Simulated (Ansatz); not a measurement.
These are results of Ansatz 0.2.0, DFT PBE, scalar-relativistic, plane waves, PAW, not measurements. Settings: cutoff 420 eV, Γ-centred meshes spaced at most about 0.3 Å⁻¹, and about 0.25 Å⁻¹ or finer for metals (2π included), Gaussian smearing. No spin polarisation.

All energies are static (0 K, no zero-point motion).

Two forms of Zr3H were relaxed alike.

1.

```cif
data_structure
_symmetry_space_group_name_H-M 'C2'
_symmetry_Int_Tables_number 5
_cell_length_a 9.3399
_cell_length_b 5.8674
_cell_length_c 5.2305
_cell_angle_alpha 90.000
_cell_angle_beta 90.132
_cell_angle_gamma 90.000
_cell_volume 286.63
loop_
_atom_site_label
_atom_site_type_symbol
_atom_site_symmetry_multiplicity
_atom_site_Wyckoff_symbol
_atom_site_fract_x
_atom_site_fract_y
_atom_site_fract_z
_atom_site_occupancy
Zr1 Zr 2 b 0.50000 0.12527 0.50000 1
Zr2 Zr 4 c 0.83350 0.85639 0.99064 1
Zr3 Zr 2 a 0.50000 0.84568 0.00000 1
Zr4 Zr 4 c 0.83376 0.11561 0.49131 1
H1 H 4 c 0.33575 0.04008 0.78631 1
```

2.

```cif
data_structure
_symmetry_space_group_name_H-M 'Cmc2_1'
_symmetry_Int_Tables_number 36
_cell_length_a 3.3459
_cell_length_b 5.4861
_cell_length_c 15.9358
_cell_angle_alpha 90.000
_cell_angle_beta 90.000
_cell_angle_gamma 90.000
_cell_volume 292.51
loop_
_atom_site_label
_atom_site_type_symbol
_atom_site_symmetry_multiplicity
_atom_site_Wyckoff_symbol
_atom_site_fract_x
_atom_site_fract_y
_atom_site_fract_z
_atom_site_occupancy
Zr1 Zr 4 a 0.50000 0.76593 0.00392 1
Zr2 Zr 4 a 0.50000 0.22898 0.82731 1
Zr3 Zr 4 a 0.50000 0.86752 0.66365 1
H1 H 4 a 0.50000 0.88135 0.88015 1
```

Problem. Which is lower in energy, and by how much?

Solution. Cell 2 is lower, by 23 meV/atom. Cell 1 has space group C2 (No. 5), 17.9 Å³/atom and no gap on its mesh; cell 2 has space group Cmc2_1 (No. 36), 18.3 Å³/atom and no gap. Counting Zr atoms around H (those within 1.25 times the shortest such distance or 1.15 times the sum of covalent radii), cell 1 has H 5 and cell 2 has H 4. In cell 1, Zr on a site of symmetry 2 is surrounded by 2 H at 2.20 Å and 12 Zr at 3.09–3.37 Å; Zr on a site of symmetry 1 is surrounded by 2 H at 2.14–2.24 Å and 12 Zr at 3.02–3.43 Å; H has 5 Zr at 2.14–2.24 Å; 2 more sites not described. In cell 2, around Zr on its first site lie 1 H at 2.07 Å, 11 Zr at 3.13–3.35 Å, 2 H at 3.34 Å and 1 Zr at 3.79 Å; Zr on its second site has 3 H at 2.05–2.08 Å, 11 Zr at 3.19–3.35 Å, 1 H at 3.68 Å and 1 Zr at 3.79 Å; H has 4 Zr at 2.05–2.08 Å, 6 H at 3.21–3.35 Å and 3 Zr at 3.34–3.45 Å; 1 more site not described. Origin: cell 1 and cell 2, each invented, then shaken at random and relaxed again.

The k mesh leaves some 4 meV/atom of noise in the energy of each metallic cell. With hydrogen, zero-point motion can shift such differences by 10 meV/atom or more. Cells relaxed within their symmetry can be saddle points.
